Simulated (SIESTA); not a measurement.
The system is ZrO2.

```xyz
6
Lattice="3.5961 0.0000 0.0000 0.0000 3.5961 0.0000 0.0000 0.0000 5.1770" Properties=species:S:1:pos:R:3 pbc="T T T"
Zr    1.7980    1.7980    2.5885
Zr    0.0000    0.0000    0.0000
O     1.7980    0.0000    4.1261
O     1.7980    0.0000    1.5376
O     0.0000    1.7980    3.6394
O     0.0000    1.7980    1.0509
```

Base run:

```yaml
Program: SIESTA 5.4.2
Functional: PBE
Potentials_or_basis: PseudoDojo 0.4 standard (PBE files)
Basis: DZP (energy shift 0.003 Ry; two zetas on semicore shells)
Grid_cutoff: 800 Ry
Energy_shift: 0.003 Ry
k_mesh: 7 × 7 × 5
Occupations: fermi-dirac, width 0.05 eV
Spin: no spin polarisation
```

Its results: band gap on the k mesh 3.84 eV, indirect (least direct gap 3.91 eV); pressure 11.2 GPa; largest force 0.239 eV/Å.

Problem. The run is repeated on the same cell with these changes: basis from DZP (energy shift 0.003 Ry; two zetas on semicore shells) to SZ (energy shift 0.003 Ry). What comes out?

Solution. Band gap on the k mesh 2.92 eV, indirect (least direct gap 2.97 eV); pressure 7.6 GPa; largest force 0.166 eV/Å.

Caveats: an odd mesh through Γ misses points on the zone boundary, where band edges often lie; the basis of atomic orbitals isn't converged, which shifts pressures, moduli and gaps; the basis has no polarisation orbitals (some runs).
